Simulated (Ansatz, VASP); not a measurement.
# Si10H4C (CH3-terminated Si(111)): VASP beside Ansatz, part 3 of 3

Aim: how closely do two programs agree when they are given the same cell, functional and k mesh? The structure shown is the end of the VASP relaxation below.

VASP 6.6.1 and Ansatz 0.2.0.

So far: Set-up; VASP: relaxation, PBE; Ansatz: single point, PBE; Comparison; What the set-up changes; Ansatz: band structure, PBE.

**7. VASP: band structure, PBE**

Level of this step: PBE; plane waves and PAW (Si, H, C) (VASP).

The same cell, functional, mesh and smearing now go to VASP, with its own data sets and cutoff.

Contents of INCAR:

```
SYSTEM = Si10H4C
PREC = Normal
ENCUT = 440
EDIFF = 1E-06
NELM = 120
ISMEAR = 0
SIGMA = 0.03
LREAL = Auto
ALGO = Fast
GGA = PE
NBANDS = 39
LORBIT = 11
LWAVE = .FALSE.
LCHARG = .TRUE.
KPAR = 4
IDIPOL = 3
LDIPOL = .TRUE.
DIPOL = 0.5 0.5 0.543
LVHAR = .TRUE.
LVACPOTAV = .TRUE.
NEDOS = 1500
```

Contents of POSCAR:

```
Si10H4C
1.0
    3.8676508603      0.0000000000      0.0000000000
    1.9338254302      3.3494838980      0.0000000000
    0.0000000000      0.0000000000     33.1311757406
Si H C
10 4 1
Direct
    0.3333333300      0.3333333300      0.2866967592
    0.6666666700      0.6666666700      0.3096201072
    0.6666666700      0.6666666700      0.3809401839
    0.0000000000      0.0000000000      0.4046515214
    0.0000000000      0.0000000000      0.4760497862
    0.3333333300      0.3333333300      0.4996748157
    0.3333333300      0.3333333300      0.5709600402
    0.6666666700      0.6666666700      0.5945839777
    0.6666666700      0.6666666700      0.6657781926
    0.0000000000      0.0000000000      0.6899166421
    0.3333333300      0.3333333300      0.2412576432
    0.8476390588      0.3047218824      0.7600371993
    0.8476390588      0.8476390588      0.7600371993
    0.3047218824      0.8476390588      0.7600371993
    0.0000000000      0.0000000000      0.7479929928
```

Contents of KPOINTS:

```
Automatic mesh
0
Gamma
9 9 1
0 0 0
```

Contents of KPOINTS_OPT:

```
Line mode
14
Line-mode
Reciprocal
  0.00000000   0.00000000   0.00000000 GAMMA
  0.00000000  -0.50000000   0.00000000 M

  0.00000000  -0.50000000   0.00000000 M
  0.33333333  -0.33333333   0.00000000 K

  0.33333333  -0.33333333   0.00000000 K
  0.00000000   0.00000000   0.00000000 GAMMA
```

PAW data sets: Si, H and C (PBE family, release 64).

Command:

```bash
> mpirun -np 4 vasp_std
```

Numbers of over 12 decimals in the logs are rounded to 6 here.

What it wrote:

```text
[... set-up lines as in an earlier step ...]
 entering main loop
       N       E                     dE             d eps       ncg     rms          rms(c)
DAV:   1     0.172774678497E+03    0.17277E+03   -0.15271E+04   936   0.828E+02
DAV:   2    -0.608643564565E+02   -0.23364E+03   -0.21832E+03  1261   0.166E+02
DAV:   3    -0.807509411767E+02   -0.19887E+02   -0.19579E+02  1170   0.479E+01
DAV:   4    -0.814969605252E+02   -0.74602E+00   -0.74370E+00  1304   0.108E+01
[...]
RMM:  22    -0.775818792757E+02   -0.42881E-05   -0.25643E-07   781   0.154E-03    0.356E-04
RMM:  23    -0.775818802781E+02   -0.10023E-05   -0.80307E-08   642   0.107E-03    0.285E-04
RMM:  24    -0.775818803465E+02   -0.68390E-07   -0.19520E-08   514   0.886E-04
 -----------------------------------------------------------------------------
|                                                                             |
|           W    W    AA    RRRRR   N    N  II  N    N   GGGG   !!!           |
|           W    W   A  A   R    R  NN   N  II  NN   N  G    G  !!!           |
[...]
1 F= -.77581880E+02 E0= -.77581880E+02  d E =-.824753E-11
 Start KPOINTS_OPT (optional k-point list driver)
k-point batch [1-12\42]
       N       E                     dE             ncg
DAV:   1     0.484336106699E+03   -0.52094E+04      936
DAV:   2    -0.215161789428E+04   -0.26360E+04     1207
DAV:   3    -0.240834612085E+04   -0.25673E+03     1201
DAV:   4    -0.241809787821E+04   -0.97518E+01     1304
DAV:   5    -0.241847301988E+04   -0.37514E+00     1317
DAV:   6    -0.241848664345E+04   -0.13624E-01     1401
DAV:   7    -0.241848717840E+04   -0.53496E-03     1292
DAV:   8    -0.241848720788E+04   -0.29479E-04     1353
DAV:   9    -0.241848720886E+04   -0.97882E-06      908
[...]
k-point batch [37-42\42]
       N       E                     dE             ncg
DAV:   1     0.661794107357E+04   -0.43922E+03      468
DAV:   2     0.525768750462E+04   -0.13603E+04      613
DAV:   3     0.512212608382E+04   -0.13556E+03      617
DAV:   4     0.511720091295E+04   -0.49252E+01      704
DAV:   5     0.511702258245E+04   -0.17833E+00      675
DAV:   6     0.511701576332E+04   -0.68191E-02      752
DAV:   7     0.511701558412E+04   -0.17920E-03      689
DAV:   8     0.511701557412E+04   -0.10006E-04      688
DAV:   9     0.511701557355E+04   -0.56964E-06      505
```

OUTCAR, selected parts (step 7):

```text
  Total        0.4323342      0.4323342      0.2666076      0.0000000      0.0000000      0.0000000
  in kB        1.6138685      1.6138685      0.9952245      0.0000000      0.0000000      0.0000000
  external PRESSURE =       1.4076538 kB  Pullay stress =       0.0000000 kB

 POSITION                                       TOTAL-FORCE (eV/Angst)
 -----------------------------------------------------------------------------------
      1.93383      1.11649      9.49860         0.000000     -0.000000     -0.022820
      3.86765      2.23299     10.25808         0.000000     -0.000000      0.000273
      3.86765      2.23299     12.62100         0.000000     -0.000000     -0.009572
      0.00000      0.00000     13.40658         0.000000     -0.000000     -0.019751
      0.00000      0.00000     15.77209         0.000000     -0.000000     -0.020715
      1.93383      1.11649     16.55481         0.000000     -0.000000      0.013732
      1.93383      1.11649     18.91658         0.000000     -0.000000      0.005264
      3.86765      2.23299     19.69927         0.000000     -0.000000     -0.000134
      3.86765      2.23299     22.05801         0.000000     -0.000000      0.024644
      0.00000      0.00000     22.85775         0.000000     -0.000000     -0.001978
      1.93383      1.11649      7.99315         0.000000     -0.000000      0.010959
      3.86765      1.02066     25.18093        -0.000000     -0.012645      0.003156
      4.91756      2.83915     25.18093         0.010951      0.006322      0.003156
      2.81774      2.83915     25.18093        -0.010951      0.006322      0.003156
      0.00000      0.00000     24.78189         0.000000     -0.000000      0.010630
 -----------------------------------------------------------------------------------
    total drift:                               -0.000043     -0.000025      0.053307

  FREE ENERGIE OF THE ION-ELECTRON SYSTEM (eV)
  ---------------------------------------------------
  free  energy   TOTEN  =       -77.5818803465 eV

  energy  without entropy=      -77.5818803464  energy(sigma->0) =      -77.58188035

[... 2 parts as in an earlier step ...]

[... 1 further part left out ...]
[key lines of the parts left out:]
E-fermi :   0.8845
```

**8. Comparison**

Both answers:

```
                     quantity  Ansatz   VASP  difference
gap over the path points (eV)   0.879  0.882      -0.002
```

Levels at points of the path, from each program's valence-band top (eV; 4 filled, then empty):

| k (reciprocal lattice) | Ansatz | VASP |
| --- | --- | --- |
| 0.000 0.000 0.000 | -0.23 -0.23 0.00 0.00 1.54 1.68 1.90 | -0.23 -0.23 0.00 0.00 1.55 1.68 1.90 |
| 0.000 -0.038 0.000 | -0.36 -0.26 -0.14 -0.02 1.68 1.81 2.02 | -0.36 -0.26 -0.14 -0.02 1.69 1.81 2.03 |
| 0.000 -0.077 0.000 | -0.58 -0.49 -0.33 -0.08 1.97 2.09 2.28 | -0.58 -0.49 -0.33 -0.08 1.97 2.09 2.29 |
| 0.000 -0.154 0.000 | -0.99 -0.73 -0.59 -0.32 1.95 2.13 2.28 | -0.99 -0.73 -0.59 -0.31 1.95 2.13 2.28 |
| 0.000 -0.192 0.000 | -1.16 -0.83 -0.75 -0.46 1.71 1.93 2.18 | -1.16 -0.83 -0.75 -0.46 1.71 1.93 2.18 |
| 0.000 -0.269 0.000 | -1.49 -1.08 -1.07 -0.76 1.28 1.55 1.94 | -1.49 -1.07 -1.06 -0.76 1.28 1.55 1.94 |
| 0.000 -0.308 0.000 | -1.63 -1.20 -1.20 -0.89 1.11 1.41 1.84 | -1.63 -1.20 -1.20 -0.89 1.11 1.41 1.84 |
| 0.000 -0.346 0.000 | -1.75 -1.32 -1.31 -1.00 0.99 1.30 1.76 | -1.75 -1.32 -1.31 -1.00 0.99 1.30 1.76 |
| 0.000 -0.423 0.000 | -1.92 -1.48 -1.47 -1.16 0.88 1.19 1.55 | -1.92 -1.48 -1.46 -1.16 0.88 1.19 1.55 |
| 0.000 -0.462 0.000 | -1.96 -1.52 -1.51 -1.20 0.88 1.17 1.38 | -1.96 -1.52 -1.50 -1.20 0.88 1.17 1.38 |

At this near-relaxed geometry the largest component of a force difference is 34 meV/Å. Among the levels compared at these points, filled levels agree within 3 meV and empty ones within 4 meV.

**9. What the set-up changes**

Further runs change the set-up of one program: Ansatz's method, potentials or start, or VASP's data sets, cutoff or form of LDA. The table gives Ansatz less VASP for each quantity, since a change that brings one quantity closer may part another.

```csv
run,r.m.s. force difference (meV/Å),gap over the path points (eV)
as above,12,-0.0022
Ansatz's larger PAW set (cutoff 1000 eV),13,2.0e-4
norm-conserving potentials (cutoff 1116 eV),17,-0.0035
```

**10. What came out**

| Item | Value |
| --- | --- |
| r.m.s. force difference (single point, PBE) | 12 meV/Å |
| r.m.s. force difference (band structure, PBE) | 12 meV/Å |

In words: The r.m.s. force difference is 12 meV/Å (single point, PBE), at about the 12 meV/Å picked in this series as the mark of a large difference. Single point, PBE, Ansatz's larger PAW set (cutoff 1000 eV): the difference in gap on the k mesh goes from -0.0020 to 4.8e-4 eV. Single point, PBE, norm-conserving potentials (cutoff 1116 eV): r.m.s. force difference goes from 12 to 17 meV/Å; the difference in gap on the k mesh goes from -0.0020 to -0.0032 eV. Band structure, PBE, Ansatz's larger PAW set (cutoff 1000 eV): the difference in gap over the path points goes from -0.0022 to 2.0e-4 eV. Band structure, PBE, norm-conserving potentials (cutoff 1116 eV): r.m.s. force difference goes from 12 to 17 meV/Å; the difference in gap over the path points goes from -0.0022 to -0.0035 eV. How closely two codes agree says nothing of how well the functional describes the real material.

[Lines on the potential files, build, host, timing and source positions are cut from VASP's logs without a mark.]

[Logs are printed without paths, hosts, clocks, repeated set-up lines and the standing remarks that a program may print on its own settings, such as how far it seeks lower states.]

[Hosts, paths, dates, database ids (printed as entryN), source tags and the programs' standing remarks are cut or masked in the printed files.]
